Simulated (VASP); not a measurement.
# AlRu (Pm-3m) in VASP: settings compared, part 2 of 2

VASP 6.6.1. Earlier steps stand in the parts before.

## Step 3: Band structure, rSCAN

The input, INCAR:

```
SYSTEM = AlRu
ALGO = Normal ; EDIFF = 1E-6
ENCUT = 520 ; ISIF = 2
ISMEAR = -1 ; LASPH = .True.
LCHARG = .False. ; LMAXMIX = 4
LMIXTAU = .True. ; LREAL = .False.
LWAVE = .False. ; METAGGA = RSCAN
NELM = 60 ; PREC = Accurate
SIGMA = 0.05
```

The input, KPOINTS:

```
k-points
0
Gamma
  9 9 9
  0 0 0
```

The input, POSCAR:

```
AlRu
1.0
    2.9916000000      0.0000000000      0.0000000000
    0.0000000000      2.9916000000      0.0000000000
    0.0000000000      0.0000000000      2.9916000000
Ru Al
1 1
Direct
    0.5000000000      0.5000000000      0.5000000000
    0.0000000000      0.0000000000      0.0000000000
```

The input, KPOINTS_OPT:

```
path GXMGRX,MR
20
line-mode
reciprocal
 0.0000000000  0.0000000000  0.0000000000  G
 0.0000000000  0.5000000000  0.0000000000  X

 0.0000000000  0.5000000000  0.0000000000  X
 0.5000000000  0.5000000000  0.0000000000  M

 0.5000000000  0.5000000000  0.0000000000  M
 0.0000000000  0.0000000000  0.0000000000  G

 0.0000000000  0.0000000000  0.0000000000  G
 0.5000000000  0.5000000000  0.5000000000  R

 0.5000000000  0.5000000000  0.5000000000  R
 0.0000000000  0.5000000000  0.0000000000  X

 0.5000000000  0.5000000000  0.0000000000  M
 0.5000000000  0.5000000000  0.5000000000  R
```

Potentials or basis: VASP PAW PBE potentials, release 64 (Ru_pv, Al).

On the command line:

```console
$ cat potpaw_PBE.64/Ru_pv/POTCAR potpaw_PBE.64/Al/POTCAR > POTCAR
$ mpirun -np 1 vasp_std > vasp.out
```

OUTCAR:

```text
SYSTEM = AlRu
   EDIFF = 1E-6
   ENCUT = 520
   ISIF = 2
   ISMEAR = -1
   LASPH = .True.
   LREAL = .False.
   METAGGA = RSCAN
   NELM = 60
   PREC = Accurate

 ion  position               nearest neighbor table
   1  0.500  0.500  0.500-   2 2.59   2 2.59   2 2.59   2 2.59   2 2.59   2 2.59   2 2.59   2 2.59

   2  0.000  0.000  0.000-   1 2.59   1 2.59   1 2.59   1 2.59   1 2.59   1 2.59   1 2.59   1 2.59

  LATTYP: Found a simple cubic cell.
 ALAT       =     2.9916000000

  Lattice vectors:

[... 549 lines left out ...]

  FORCE on cell =-STRESS in cart. coord.  units (eV):
  Direction    XX          YY          ZZ          XY          YZ          ZX
  --------------------------------------------------------------------------------------
  -------------------------------------------------------------------------------------
  Total       -0.3828760     -0.3828760     -0.3828760     -0.0000000      0.0000000     -0.0000000
  in kB      -22.9117448    -22.9117448    -22.9117448     -0.0000000      0.0000000     -0.0000000
  external PRESSURE =     -22.9117448 kB  Pullay stress =       0.0000000 kB

 VOLUME and BASIS-vectors are now :
 -----------------------------------------------------------------------------
  energy-cutoff  :      520.00
  volume of cell :       26.77
      direct lattice vectors                 reciprocal lattice vectors
     2.991600000  0.000000000  0.000000000     0.334269287  0.000000000  0.000000000
     0.000000000  2.991600000  0.000000000     0.000000000  0.334269287  0.000000000
     0.000000000  0.000000000  2.991600000     0.000000000  0.000000000  0.334269287

 POSITION                                       TOTAL-FORCE (eV/Angst)
 -----------------------------------------------------------------------------------
      1.49580      1.49580      1.49580         0.000000      0.000000      0.000000
      0.00000      0.00000      0.00000         0.000000      0.000000      0.000000
 -----------------------------------------------------------------------------------
    total drift:                                0.000000     -0.000000     -0.000000

  FREE ENERGIE OF THE ION-ELECTRON SYSTEM (eV)
  ---------------------------------------------------
  free  energy   TOTEN  =       -50.3279064038 eV

  energy  without entropy=      -50.3117123692  energy(sigma->0) =      -50.31980939
```

stdout:

```text
POSCAR found type information on POSCAR RuAl
 POSCAR found :  2 types and       2 ions
 scaLAPACK will be used
 -----------------------------------------------------------------------------
|                                                                             |
|                                                                             |
|     You enforced a specific xc type in the INCAR file but a different       |
|     I HOPE YOU KNOW WHAT YOU ARE DOING!                                     |
|                                                                             |
 -----------------------------------------------------------------------------

 LDA part: xc-table for (None), standard interpolation
 POSCAR, INCAR and KPOINTS ok, starting setup
 FFT: planning ... GRIDC
 FFT: planning ... GRID_SOFT
 FFT: planning ... GRID
 WAVECAR not read
 entering main loop
 Start KPOINTS_OPT (optional k-point list driver)
k-point batch [1-35\120]
k-point batch [36-70\120]
k-point batch [71-105\120]
k-point batch [106-120\120]
```

Run time: 75 s. Hardware: 1 thread of Intel Xeon Platinum 8375C at 2.90GHz (Ice Lake), shared host; peak memory 0.15 GiB.

Results:

```
Free energy             : -50.3279 eV
Pressure                : -2.3 GPa
Band gap along the path : none (metal or under the smearing width)
```

Levels at the corners of the path, in eV from the Fermi level:
| point | band 5 | band 6 | band 7 | band 8 | band 9 | band 10 | band 11 | band 12 |
| --- | --- | --- | --- | --- | --- | --- | --- | --- |
| Γ | -3.59 | -3.59 | 0.24 | 0.24 | 0.24 | 6.57 | 6.57 | 6.57 |
| X | -5.57 | -2.73 | -1.61 | -1.61 | 0.50 | 2.55 | 7.87 | 10.44 |
| X | -5.57 | -2.73 | -1.61 | -1.61 | 0.50 | 2.55 | 7.87 | 10.44 |
| M | -3.05 | -1.35 | -1.35 | -1.17 | -1.17 | 1.76 | 5.72 | 6.78 |
| M | -3.05 | -1.35 | -1.35 | -1.17 | -1.17 | 1.76 | 5.72 | 6.78 |
| Γ | -3.59 | -3.59 | 0.24 | 0.24 | 0.24 | 6.57 | 6.57 | 6.57 |
| Γ | -3.59 | -3.59 | 0.24 | 0.24 | 0.24 | 6.57 | 6.57 | 6.57 |
| R | -4.80 | -4.80 | 1.85 | 1.85 | 3.20 | 4.43 | 4.43 | 4.43 |
| R | -4.80 | -4.80 | 1.85 | 1.85 | 3.20 | 4.43 | 4.43 | 4.43 |
| X | -5.57 | -2.73 | -1.61 | -1.61 | 0.50 | 2.55 | 7.87 | 10.44 |
| M | -3.05 | -1.35 | -1.35 | -1.17 | -1.17 | 1.76 | 5.72 | 6.78 |
| R | -4.80 | -4.80 | 1.85 | 1.85 | 3.20 | 4.43 | 4.43 | 4.43 |

Caveat: the PAW data sets were made with another functional, which shifts forces and pressure a little.

## Step 4: Band structure, AM05

POSCAR is that of step 3.

The input, INCAR.step1:

```
  PREC = Accurate
  ENCUT = 520
  EDIFF = 1E-7
  ISMEAR = -1
  SIGMA = 0.05
  LREAL = F
  LASPH = T
  NELM = 80
  ALGO = Normal
  ISIF = 2
  LWAVE = F
  LCHARG = T
  LMAXMIX = 4
  GGA = AM
```

The input, KPOINTS.step1:

```
Automatic mesh
0
Gamma
  9 9 9
```

The input, INCAR.step2:

```
  PREC = Accurate
  ENCUT = 520
  EDIFF = 1E-7
  ISMEAR = 0
  SIGMA = 0.05
  LREAL = F
  LASPH = T
  NELM = 80
  ALGO = Normal
  ISIF = 2
  LWAVE = F
  LCHARG = F
  LMAXMIX = 4
  GGA = AM
  ICHARG = 11
```

The input, KPOINTS.step2:

```
path GXMGRX,MR
10
line-mode
reciprocal
 0.0000000000  0.0000000000  0.0000000000  G
 0.0000000000  0.5000000000  0.0000000000  X

 0.0000000000  0.5000000000  0.0000000000  X
 0.5000000000  0.5000000000  0.0000000000  M

 0.5000000000  0.5000000000  0.0000000000  M
 0.0000000000  0.0000000000  0.0000000000  G

 0.0000000000  0.0000000000  0.0000000000  G
 0.5000000000  0.5000000000  0.5000000000  R

 0.5000000000  0.5000000000  0.5000000000  R
 0.0000000000  0.5000000000  0.0000000000  X

 0.5000000000  0.5000000000  0.0000000000  M
 0.5000000000  0.5000000000  0.5000000000  R
```

On the command line:

```console
$ cat potpaw_PBE.64/Ru_pv/POTCAR potpaw_PBE.64/Al/POTCAR > POTCAR
$ cp INCAR.step1 INCAR
$ cp KPOINTS.step1 KPOINTS
$ mpirun -np 1 vasp_std > vasp.out
$ cp INCAR.step2 INCAR
$ cp KPOINTS.step2 KPOINTS
$ mpirun -np 1 vasp_std > vasp.out
```

Wall time 8.3 s (1 thread of Intel Xeon 6975P-C (Granite Rapids), shared host); peak memory 0.14 GiB.

The run converged. Its results:

```yaml
Band_gap_along_the_path: none (metal or under the smearing width)
```

Levels at the corners of the path, in eV from the Fermi level:
| point | band 5 | band 6 | band 7 | band 8 | band 9 | band 10 | band 11 | band 12 |
| --- | --- | --- | --- | --- | --- | --- | --- | --- |
| Γ | -3.53 | -3.53 | 0.25 | 0.25 | 0.25 | 6.16 | 6.16 | 6.16 |
| X | -5.40 | -2.72 | -1.53 | -1.53 | 0.50 | 2.34 | 7.48 | 11.08 |
| X | -5.40 | -2.72 | -1.53 | -1.53 | 0.50 | 2.34 | 7.48 | 11.08 |
| M | -3.02 | -1.31 | -1.31 | -1.10 | -1.10 | 1.59 | 5.36 | 6.35 |
| M | -3.02 | -1.31 | -1.31 | -1.10 | -1.10 | 1.59 | 5.36 | 6.35 |
| Γ | -3.53 | -3.53 | 0.25 | 0.25 | 0.25 | 6.16 | 6.16 | 6.16 |
| Γ | -3.53 | -3.53 | 0.25 | 0.25 | 0.25 | 6.16 | 6.16 | 6.16 |
| R | -4.57 | -4.57 | 1.68 | 1.68 | 2.73 | 4.17 | 4.17 | 4.17 |
| R | -4.57 | -4.57 | 1.68 | 1.68 | 2.73 | 4.17 | 4.17 | 4.17 |
| X | -5.40 | -2.72 | -1.53 | -1.53 | 0.50 | 2.34 | 7.48 | 11.08 |
| M | -3.02 | -1.31 | -1.31 | -1.10 | -1.10 | 1.59 | 5.36 | 6.35 |
| R | -4.57 | -4.57 | 1.68 | 1.68 | 2.73 | 4.17 | 4.17 | 4.17 |

Caveat: the log is that of the step along the path at fixed density, whose energy, stress, charges and moments have no meaning; the PAW data sets were made with another functional, which shifts forces and pressure a little.

## Step 5: Equation of state, PBEsol

The input, run.py:

```python
from ase import Atoms
from ase.calculators.vasp import Vasp
from ase.eos import EquationOfState
from ase.io import Trajectory
from ase.units import GPa

atoms = Atoms(
    ['Ru', 'Al'],
    cell=[[2.9916, 0.0, 0.0], [0.0, 2.9916, 0.0], [0.0, 0.0, 2.9916]],
    scaled_positions=[[0.5, 0.5, 0.5], [0.0, 0.0, 0.0]],
    pbc=True,
)
calc = Vasp(
    directory='calc',
    xc='pbesol',
    pp='PBE',
    setups='recommended',
    prec='Accurate',
    encut=450,
    ediff=1e-07,
    ismear=-5,
    sigma=0.3,
    lreal=False,
    lasph=True,
    nelm=80,
    algo='Normal',
    isif=2,
    lwave=False,
    lcharg=False,
    kpts=[9, 9, 9],
    gamma=True,
)
atoms.calc = calc
cell = atoms.cell.copy()
volumes, energies = [], []
traj = Trajectory('eos.traj', 'w')
for x in [0.94, 0.96, 0.98, 1.0, 1.02, 1.04, 1.06]:
    atoms.set_cell(cell * x ** (1 / 3), scale_atoms=True)
    volumes.append(atoms.get_volume())
    energies.append(atoms.get_potential_energy())
    traj.write(atoms)
    print(f'{x:5.2f} {volumes[-1]:12.5f} {energies[-1]:14.6f}')

v0, e0, B = EquationOfState(volumes, energies, eos='murnaghan').fit()
print(f'V0 = {v0:.4f} A^3, E0 = {e0:.6f} eV, B = {B / GPa:.2f} GPa')
```

On the command line:

```console
$ python run.py
```

It used 36 s of CPU time on 1 thread of Intel(R) Xeon(R) Platinum 8488C (Sapphire Rapids), on a shared host, which was overloaded at the time.

The run converged. Its results:

| Property | Result |
| --- | --- |
| Equilibrium volume | 13.18 Å³/atom |
| Bulk modulus | 220 GPa |
| Pressure derivative of the bulk modulus | 4.4 |

Energy against volume, from the lowest point:
| volume (Å³/atom) | energy (meV/atom) |
| --- | --- |
| 12.584 | 20.22 |
| 12.851 | 5.82 |
| 13.119 | 0.00 |
| 13.387 | 1.87 |
| 13.655 | 10.61 |
| 13.922 | 25.51 |
| 14.190 | 45.96 |

Caveat: the PAW data sets were made with another functional, which shifts forces and pressure a little.

## Step 6: For comparison

An earlier run on the cell as given: functional PBEsol; potentials or basis VASP PAW PBE potentials, release 64 (Ru_pv, Al); cutoff 520 eV; k mesh 9 × 9 × 9; occupations fermi-dirac, width 0.05 eV; no spin polarisation.

- Pressure: -3.3 GPa
- Band gap on the k mesh: none (metal or under the smearing width)

## Step 7: The runs side by side

```csv
task,level,spin,k mesh,cutoff (eV),smearing,ladder,other keys,pressure (GPa)
band structure,SCAN,"SOC, no magnetisation",7 × 7 × 7,520,fermi-dirac 0.05 eV,-,-,-5.6
band structure,rSCAN,off,9 × 9 × 9,520,fermi-dirac 0.05 eV,-,-,-2.3
band structure,AM05,off,9 × 9 × 9,520,fermi-dirac 0.05 eV,-,-,-
equation of state,PBEsol,off,9 × 9 × 9,450,tetrahedron,-,ENCUT = 450; ISMEAR = -5; SIGMA = 0.3,-
single point,PBEsol,off,9 × 9 × 9,520,fermi-dirac 0.05 eV,free,-,-3.3
```

Alike in all rows: potentials or basis VASP PAW PBE potentials, release 64 (Ru_pv, Al); cell as given.

Caveats: the PAW data sets were made with another functional, which shifts forces and pressure a little.

Absolute energies hang on the potentials; compare differences alone.
